Q: I want to compute the gap of GaAs before I trust the same method with a new alloy. Which level of theory gives it to within 0.1 eV?

A: Here is one fixed crystal at four levels, named in the column "rung". LDA uses the electron density at each point, a GGA adds its gradient, and a meta-GGA adds the kinetic energy density of the orbitals. A hybrid replaces part of the approximate exchange by exact exchange, worked out from the orbitals. The last column is the computed gap less the measured one, which is 1.42 eV at 300 K, so a negative entry means a gap that is too small.

Orbital gaps of GaAs (F-43m, fixed 2-atom cell) from plane-wave DFT in the programs named, with Fermi–Dirac smearing of 0.05 eV. The basis column gives the plane-wave cutoff; potentials marked "sp" treat 5 As electrons explicitly instead of 15. Gaps are read on the k mesh, except for B86bPBE, where the gap is read along a band path.

```csv
method,rung,program,potentials,basis,spin orbit,k mesh,gap (eV),computed less measured (eV)
LDA,LDA,ABINIT,JTH PAW LDA v2.0,463 eV,no,8x8x8 2-atom cell,0.278,-1.142
LDA-VWN,LDA,ABINIT,JTH PAW LDA v2.0 sp,463 eV,no,8x8x8 2-atom cell,0.294,-1.126
AM05,GGA,ABINIT,JTH PAW PBE v2.0,463 eV,no,8x8x8 2-atom cell,0.498,-0.922
B86bPBE,GGA,ABACUS,SPMS ONCV 1.0 PBE,1143 eV,no,none 2-atom cell,0.501,-0.919
WC,GGA,ABINIT,JTH PAW PBE v2.0 sp,463 eV,no,8x8x8 2-atom cell,0.406,-1.014
r2SCAN,meta-GGA,Ansatz,Ansatz PAW,500 eV,yes,6x6x6 2-atom cell,0.910,-0.510
PBEsol0,hybrid,Ansatz,Ansatz PAW,420 eV,no,4x4x4 2-atom cell,2.035,0.615
```

No row comes within 0.1 eV. The LDA, GGA and meta-GGA gaps are all too small, and the hybrid gap is too large. In terms of light, GaAs emits in the near infrared, at a wavelength of roughly 0.9 µm. The r2SCAN gap would put the emission well beyond 1 µm, and the PBEsol0 gap would make it visible, near 0.6 µm. For choosing a detector or a laser line, either error is too large.

Q: Why do LDA and the GGAs fail so badly? I thought they described the bonds in such crystals well.

A: They do, but a gap asks for something other than a bond. The measured gap is the energy needed to remove an electron from the crystal, less the energy gained when one is added. In exact Kohn–Sham theory, the potential felt by all electrons jumps by a constant when the first electron goes in above the full valence band. That jump, called the derivative discontinuity, is part of the gap, yet it does not appear in the distance between the computed levels.

LDA and GGA potentials vary smoothly with the density and have no such jump in a solid. Their level distance therefore lacks this part of the gap, even where the density is good. The approximate potentials also have errors of their own, so the shortfall need not equal the jump. This is standard theory, and the table agrees with it in sign. The five LDA and GGA rows give only about 20 to 35 percent of the measured gap.

Q: The GGAs still do better than LDA. Is that step worth taking?

A: Not for the gap alone. The mean rises from 0.29 eV for the two LDA rows to 0.47 eV for the three GGA rows. That is a step of 0.18 eV, while the GGA mean is still 0.95 eV short of the measured value. The step is larger than your tolerance of 0.1 eV, yet it covers only a small part of the way.

It does show which level is delicate. The same calculations list the levels at Γ, the centre of the Brillouin zone, where the gap of GaAs lies. From LDA to AM05, the lowest conduction level rises by 0.22 eV above the valence top, but the next one by only 0.03 eV. So the conduction band is not lifted evenly as a whole.

The lowest level is known to be built mainly from s orbitals, which reach the nuclei. It therefore feels changes of the potential in the inner part of the atom more than p-like levels do. I take this to be why it moves most. The potentials that stand for the atomic cores change along with the functional from LDA to AM05. AM05 and WC, however, both use potentials of the same family, made for PBE, and between them the lowest conduction level differs by 0.09 eV and the next one by only 0.006 eV. This suggests that the functional itself moves the s-like level, though neither run has potentials made for its own functional.

Q: Then which GGA should I choose?

A: Not by these gaps. The three lie within about 0.1 eV of each other, and all are about 1 eV short. The lowest of them, WC, was run with fewer arsenic electrons treated explicitly than AM05, but that is unlikely to be the reason. The two LDA rows differ in the same way, and their gaps are less than 0.02 eV apart. AM05 and B86bPBE agree closely, but they come from different programs with different potentials. A choice among GGAs is better made on bond lengths or elastic constants, which they describe far better than gaps.

Q: So r2SCAN is the best of the list? Its error is the smallest.

A: As printed, yes, with a gap 0.51 eV too small against one 0.62 eV too large for PBEsol0. But the column "spin orbit" shows that r2SCAN alone was run with spin–orbit coupling, the interaction of an electron's spin with its own orbital motion. Real GaAs has this coupling, and it narrows the gap. The other six gaps have to be lowered before the comparison is fair.

Q: By how much?

A: That can be estimated from the shape of the valence top. It is made of three p-like orbitals, each with two spin directions, so it holds six states. The coupling splits them into a group of four that moves up and a group of two that moves down, while their average stays in place. If the splitting is Δ, the four must rise by Δ/3 and the two must fall by 2Δ/3, since 4 × Δ/3 = 2 × 2Δ/3.

The s-like conduction level has no orbital motion for the spin to couple to, so to a first approximation it stays where it was. The gap therefore shrinks by Δ/3. For GaAs, Δ is roughly 0.34 eV, a recalled value that does not come from these rows. This gives a lowering of 0.34/3 ≈ 0.11 eV.

Take PBEsol0 as the worked case. Its gap of 2.035 eV becomes about 1.92 eV, which is 0.50 eV above the measured value. The r2SCAN gap already holds the coupling and stays 0.51 eV below. The apparent lead of r2SCAN has gone.

Q: That is a tie, then. Can anything break it?

A: Temperature can. The calculations hold the atoms still, whereas the measurement was made at 300 K, where lattice vibrations and thermal expansion narrow the gap. Cooling GaAs close to absolute zero opens it by roughly 0.1 eV, again a recalled value. The smaller part of this comes from thermal expansion, which the fixed cell probably holds already, so the correction is if anything a little too large. Against the cold crystal, r2SCAN is about 0.6 eV too low and PBEsol0 about 0.4 eV too high, so now the hybrid is nearer.

Even at absolute zero the atoms still vibrate, and this zero-point motion also narrows the gap a little. Allowing for it would shift the comparison further in the hybrid's favour. The size of that lead is not settled, because the hybrid gap comes from the coarsest stated k mesh in the table, 4×4×4, and no finer mesh is in the table. With the usual treatment of exact exchange, a coarse mesh is expected to leave the gap too wide, so a finer one would more likely bring the hybrid closer still. How far depends on the program and has to be tested.

Q: Why should the mesh matter more for a hybrid?

A: A k mesh is the set of wave vectors at which the orbitals are computed, and a finer mesh stands for a larger piece of crystal. Exact exchange reaches over long distances. In reciprocal space this long reach becomes a sharp peak at small differences between wave vectors, and a coarse mesh samples such a peak poorly. In GaAs the filled and empty levels at Γ mix as soon as one moves a little away from Γ. A coarse mesh misses this nearby mixing, treats the two sets as more distinct than they are, and so tends to push them too far apart. LDA and GGA exchange needs only the density close by, so it has no such peak.

Q: And why does the hybrid overshoot, when the others fall short?

A: Exact exchange treats filled and empty states differently. It lowers a level more, the more closely that level shares its space with the filled orbitals of the same spin. Filled levels do so most and are lowered strongly, while empty ones gain much less. The GGA exchange that it replaces acts on both kinds alike, so against the GGA the filled levels are expected to fall and the empty ones to rise. The levels move apart, and the gap opens. r2SCAN does something similar in a milder way, since its kinetic energy density lets the potential act differently on different orbitals.

In a real crystal, the other electrons rearrange and weaken the exchange between distant points. This screening is strong in GaAs, as in most semiconductors with a small gap. PBEsol0 takes a quarter of the exact exchange at every distance, as if the screening were the same everywhere. At long range that is too much, and theory expects an overshoot for this reason. The coarse mesh is expected to add to it, and these rows do not show how the overshoot divides between the two.

Q: What would I pay for each level?

A: LDA and GGA cost about the same, and a meta-GGA costs somewhat more. Spin–orbit coupling gives every orbital two components and doubles the number of orbitals, so the work grows several times. For all of these, the cost rises in step with the number of k points. Going from 4×4×4 to 8×8×8 means eight times as many points and roughly eight times the work, or less where symmetry makes some of the points equivalent.

In a hybrid, each k point must be combined with every other one. The same refinement then means 8 × 8 = 64 times as many pairs, before symmetry reduces the count. That makes a coarse mesh tempting for a hybrid, although this is the level that suffers most from it. If you pay for a hybrid, plan for at least one finer mesh as a test.

Q: Could I take a cheap GGA and simply shift the conduction band up to the measured gap?

A: For the distance between the band edges, yes, provided that a measured gap exists. The shift repairs the distance between the bands but leaves their shape alone. In GaAs, the electron is light because the conduction level lies close above the valence top, and the two mix as soon as one moves away from Γ. A gap that is too small makes this mixing too strong and the electron too light. If you need mobilities or the levels of a thin quantum well, the gap should be right before the band shape is computed.

Q: My alloy will contain indium. Can I carry these errors over?

A: Carry over the mechanism, not the percentages. InAs has the same kind of gap, with an s-like level above a p-like valence top, but its gap is only about 0.4 eV. In GaAs, the LDA and GGA gaps are short by roughly 1 eV. A shortfall of even half that size would be more than the whole gap of InAs, and LDA and the usual GGAs are indeed known to leave InAs without a gap. There, a shift added afterwards starts from bands in the wrong order.

For such an alloy, I would use a GGA for the structure and keep it away from the gap. For the gap itself, the physics points to a hybrid whose exact exchange is cut down at long range, run with spin–orbit coupling. No such run is in the table, and once spin–orbit coupling is included it need not land within 0.1 eV; if it does not, a GW calculation of the quasiparticle gap is the usual next step. Try it first on GaAs and InAs, with a mesh test, and compare it with gaps measured on cold crystals. For GaAs, the estimated effects of spin–orbit coupling and temperature were together enough to change which method looked best, and each of them is about as large as the accuracy you asked for.
